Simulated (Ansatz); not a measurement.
BaSnO₃:
```xyz
5
Lattice="4.1218 0.0000 0.0000 0.0000 4.1218 0.0000 0.0000 0.0000 4.1218" Properties=species:S:1:pos:R:3 pbc="T T T"
Ba     0.0000     0.0000     0.0000
Sn     2.0609     2.0609     2.0609
O      0.0000     2.0609     2.0609
O      2.0609     2.0609     0.0000
O      2.0609     0.0000     2.0609
```

Plane-wave PAW PBEsol (Ansatz code) gives a gap of 0.86 eV without spin–orbit coupling, maximum at R, minimum at Γ.

Question: What happens when spin–orbit coupling is switched on?

Answer: The gap hardly moves, to 0.86 eV; maximum at R, minimum at Γ.

Question: Give the electron effective mass with spin–orbit coupling.

Answer: 0.16 mₑ (isotropic).

Space group Pm-3m (cubic perovskite). Symmetry was held in the PBEsol relaxation.

Potentials: the later of the program's two PAW sets.
